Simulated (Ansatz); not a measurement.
# LiF: the cost of one run

Computed with Ansatz 0.2.0 (DFT PBE, scalar-relativistic, plane waves, PAW, unless a step's input says otherwise).

1 further run of the same task is left out (set aside as unsound or not needed).

### Step 1. The starting structure

Symmetry: Fm-3m, No. 225, cubic system. The conventional cell has a = 4.028 Å, b = 4.028 Å, c = 4.028 Å, α = 90.00°, β = 90.00°, γ = 90.00°. Around Li (site symmetry m-3m) lie 6 F at 2.01 Å. Around F (site symmetry m-3m) lie 6 Li at 2.01 Å.

As a file:

```
Li F
1.0
     0.00000    2.01400    2.01400
     2.01400    0.00000    2.01400
     2.01400    2.01400    0.00000
Li F
1 1
Direct
  0.00000 0.00000 0.00000
  0.50000 0.50000 0.50000
```

The structure comes from the Crystallography Open Database.

### Step 2. A distortion of lower symmetry

Against the listed cell: strain xx, yy, zz, yz, xz, xy = +2.0, +2.0, +2.0, +6.0, +6.0, +6.0 %; atoms moved by 0.06 Å root mean square, at most 0.06 Å.

Contents of input.yaml:

```yaml
crystal:
  lattice:
    - [0.24168, 2.17497902, 2.17497902]
    - [2.17497902, 0.24168, 2.17497902]
    - [2.17497902, 2.17497902, 0.24168]
  atoms:
    - { symbol: Li, position: [0.0086000537, 0.0086000537, 0.0086000537] }
    - { symbol: F, position: [0.4913999463, 0.4913999463, 0.4913999463] }
basis:
  ecutwfc: 420
kpoints:
  mp_grid: { grid: [10, 10, 10] }
hamiltonian:
  xc: pbe
scf:
  occupations: { method: gaussian, width: 0.02 }
output:
  forces: true
  stress: true
  eigenvalues: true
  populations: true
```

Command:

```
ansatz run input.yaml --threads 1 --pin off --max-ram 1331MiB --backend cpu --events-out ev --progress --plain --runs-dir out
```

What time and memory should one allow on 1 thread of an x86-64 CPU, shared host?

About 5.5 s, with a peak of 0.32 GiB.
